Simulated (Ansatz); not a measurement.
**Calculated XPS core lines for AgBr**

Cell: a computed structure from the Materials Project (it need not be an observed phase), atoms as given, repeated to a supercell; a hole's nearest image is 8.2 Å away.

```cif
data_AgBr
_symmetry_space_group_name_H-M 'Fm-3m'
_symmetry_Int_Tables_number 225
_cell_length_a 5.7843
_cell_length_b 5.7843
_cell_length_c 5.7843
_cell_angle_alpha 90.000
_cell_angle_beta 90.000
_cell_angle_gamma 90.000
loop_
_atom_site_label
_atom_site_type_symbol
_atom_site_symmetry_multiplicity
_atom_site_Wyckoff_symbol
_atom_site_fract_x
_atom_site_fract_y
_atom_site_fract_z
Ag1 Ag 4 a 0.0000 0.0000 0.0000
Br9 Br 4 b 0.5000 0.5000 0.5000
```

One atom of each set is listed; the run and its k-mesh use a cell of 16 atoms with edges of 8.18, 8.18, 8.18 Å.

Level of theory: DFT, PBE, plane waves and PAW, scalar-relativistic, 420 eV cutoff, Γ-centred 3×3×3 k-points, fixed occupations (Ansatz 0.2.0).

Each value is a total-energy difference between the cell with one core hole and the ground state (ΔSCF), counted from the top of the valence band. The valence electrons get no spin in the cell with the hole, so they can't polarise against the unpaired core electron; that puts absolute values high, by some tenths of an eV and in some cases by about 1 eV. The periodic images are corrected with the calculated ε∞ = 6.01.

Question: What binding energies does the calculation give for Ag 3d, Br 3d?

Answer: 

```json
{"line": "Ag 3d", "atom": "1", "first shell": "6 Br at 2.89 Å", "E_B (eV)": "367.1", "j = l + ½ / j = l − ½ (eV)": "364.7 / 370.7"}
{"line": "Br 3d", "atom": "9", "first shell": "6 Ag at 2.89 Å", "E_B (eV)": "68.1", "j = l + ½ / j = l − ½ (eV)": "67.6 / 68.7"}
```

For p, d and f shells E_B is the weighted mean of the two lines, whose splitting comes from the free atom's Dirac orbitals.

The program doubts some values: the cell is too small to check the potential alignment. Absolute PBE values can be off by an eV or more, and the 3d and 4f lines of heavy atoms by several eV. Multiplets, satellites and widths aren't calculated.
